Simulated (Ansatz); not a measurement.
NiO:

```
Ni O
1.0
     0.00000    2.08590    2.08590
     2.08590    0.00000    2.08590
     2.08590    2.08590    0.00000
Ni O
1 1
Direct
  0.00000 0.00000 0.00000
  0.50000 0.50000 0.50000
```

* Program: Ansatz 0.2.0
* Task: relaxation of cell and atoms
* Functional: PBEsol
* Dispersion: D3(BJ)
* Potentials or basis: Ansatz PAW
* Cutoff: 420 eV (not typed: the program's choice for these potentials)
* k mesh: 11 × 11 × 11
* Occupations: fermi-dirac, width 0.05 eV
* Spin: collinear spin, ferromagnetic start
* Starting moments: [1.0, 0.0] μB

At the start: volume 9.08 Å³/atom.

How do energy, volume and symmetry change on relaxing?

It ends after 7 steps and the volume is 8.65 Å³/atom (-4.7 %); space group Fm-3m (No. 225, to 0.05 Å); moment 1.26 μB per cell.

Step by step:
| step | energy change (eV) | largest force (eV/Å) | volume (Å³) |
| --- | --- | --- | --- |
| 1 | 0.0000 | 0.0000 | 18.15 |
| 2 | -0.0225 | 0.0000 | 17.72 |
| 3 | -0.0310 | 0.0000 | 17.30 |
| 4 | -0.0309 | 0.0000 | 17.31 |
| 5 | -0.0276 | 0.0000 | 17.31 |
| 6 | -0.0277 | 0.0000 | 17.29 |
| 7 | -0.0277 | 0.0000 | 17.29 |

Final structure:
```
CELL_PARAMETERS angstrom
0.00000 2.05238 2.05238
2.05238 0.00000 2.05238
2.05238 2.05238 0.00000
ATOMIC_POSITIONS crystal
Ni 0.00000 0.00000 0.00000
O 0.50000 0.50000 0.50000
```

Caveat: the plane-wave basis is chosen anew once the cell has moved, so the energies of steps on either side of that aren't comparable; the pressure holds a Pulay correction of +0.8 GPa for the finite cutoff; a cell with one magnetic atom can't hold antiferromagnetic order, which such compounds often take; the PAW data sets come from PBE, with cores solved anew for the run's functional, which leaves a small shift of forces and pressure.
